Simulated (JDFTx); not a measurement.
Crystal: PbF2 (Fluorocronite).

```
Pb F
1.0
     0.00000    2.96366    2.96366
     2.96366    0.00000    2.96366
     2.96366    2.96366    0.00000
Pb F
1 2
Direct
  0.00000 0.00000 0.00000
  0.75000 0.75000 0.75000
  0.25000 0.25000 0.25000
```

```yaml
Program: JDFTx 1.7.0 (patched build)
Task: relaxation of cell and atoms
Functional: r2SCAN
Potentials_or_basis: SG15-PBE-1.2 with smoothed tails
Cutoff: 1361 eV
Density_cutoff: 10885 eV
k_mesh: 5 × 5 × 5
Occupations: fermi-dirac, width 0.05 eV
Spin: no spin polarisation
```

At the start: pressure -1.7 GPa; volume 17.35 Å³/atom.

How do energy, volume and symmetry change on relaxing?

Over 5 steps the energy falls by 2.0 meV/atom and the volume is 16.98 Å³/atom (-2.2 %); space group Fm-3m (No. 225, to 0.05 Å).

Step by step:
```tsv
step	energy change (eV)	largest force (eV/Å)	pressure (GPa)	volume (Å³)
1	0.0000	0.0000	-1.69	52.06
2	-0.0018	0.0000	-1.42	51.87
3	-0.0061	0.0000	0.03	50.91
4	-0.0061	0.0000	0.00	50.93
5	-0.0061	0.0000	0.00	50.93
```

Final structure:
```cif
data_structure
_symmetry_space_group_name_H-M 'P 1'
_symmetry_Int_Tables_number 1
_cell_length_a 4.1606
_cell_length_b 4.1606
_cell_length_c 4.1606
_cell_angle_alpha 60.000
_cell_angle_beta 60.000
_cell_angle_gamma 60.000
_cell_volume 50.93
loop_
_atom_site_label
_atom_site_type_symbol
_atom_site_fract_x
_atom_site_fract_y
_atom_site_fract_z
_atom_site_occupancy
Pb1 Pb 0.00000 0.00000 0.00000 1
F1 F 0.75000 0.75000 0.75000 1
F2 F 0.25000 0.25000 0.25000 1
```

Caveat: the k mesh is coarse; meta-GGA forces are noisy on this grid; the potentials were made for another functional, which shifts forces and pressure.
